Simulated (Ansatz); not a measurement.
# S: the cost of one run

Method: DFT PBE+D3(BJ), scalar-relativistic, plane waves, PAW, in Ansatz 0.2.0.

2 further runs of the same task are left out: 2 set aside as unsound or not needed.

## (1) Starting point

It takes space group R-3 (No. 148, trigonal). The conventional cell has a = 10.566 Å, b = 10.566 Å, c = 4.184 Å, α = 90.00°, β = 90.00°, γ = 120.00°. S (site symmetry 1) has 2 S at 2.08 Å as nearest neighbours.

As a file:

```cif
data_structure
_symmetry_space_group_name_H-M 'R-3:H'
_symmetry_Int_Tables_number 148
_cell_length_a 10.5663
_cell_length_b 10.5663
_cell_length_c 4.1836
_cell_angle_alpha 90.000
_cell_angle_beta 90.000
_cell_angle_gamma 120.000
_cell_volume 404.50
loop_
_atom_site_label
_atom_site_type_symbol
_atom_site_symmetry_multiplicity
_atom_site_Wyckoff_symbol
_atom_site_fract_x
_atom_site_fract_y
_atom_site_fract_z
_atom_site_occupancy
S1 S 18 f 0.81912 0.52828 0.44087 1
```

This cell was relaxed beforehand with the same method: volume 22.47 Å³/atom, gap on the mesh 1.88 eV.

## (2) Electronic structure at the relaxed geometry

input.yaml

```yaml
crystal:
  lattice:
    - [5.2831314777, 3.0502173808, 1.3945332941]
    - [-5.2831314777, 3.0502173808, 1.3945332941]
    - [0.0, -6.1004347617, 1.394533294]
  atoms:
    - { symbol: S, position: [0.2599944167, 0.1500374498, 0.9125920506] }
    - { symbol: S, position: [0.9125920506, 0.2599944167, 0.1500374498] }
    - { symbol: S, position: [0.1500374498, 0.9125920506, 0.2599944167] }
    - { symbol: S, position: [0.7400055833, 0.8499625502, 0.0874079494] }
    - { symbol: S, position: [0.0874079494, 0.7400055833, 0.8499625502] }
    - { symbol: S, position: [0.8499625502, 0.0874079494, 0.7400055833] }
basis:
  ecutwfc: 420
kpoints:
  mp_grid: { grid: [9, 9, 9] }
  band_path:
    path:
      - [[0.0, 0.0, 0.0], [0.5, 0.0, 0.0], [0.5, -0.5, 0.5], [0.201504, -0.798496, 0.201504]]
      - [[0.201504, 0.201504, 0.201504], [0.0, 0.0, 0.0], [0.5, -0.5, 0.0]]
    npoints: 14
hamiltonian:
  xc: pbe
  dispersion: d3bj
scf:
  occupations: { method: gaussian, width: 0.02 }
  n_extra_bands: 15
output:
  forces: true
  stress: true
  eigenvalues: true
  populations: true
  dos: { projected: true, de: 0.02, nscf_kmesh: { grid: [14, 14, 14] } }
  bader: true
  write_density: true
  write_potential: true
  elf: true
  volumetric_format: npy
```

Run with:

```
> ansatz run input.yaml --threads 1 --pin off --max-ram 2560MiB --backend cpu --events-out ev --progress --plain --runs-dir out
```

**Question.** How long does this run take on 1 thread of AMD EPYC 9R45 (Zen 5), shared host, and how much memory does it need?

About 96 s, with a peak of 1.3 GiB.
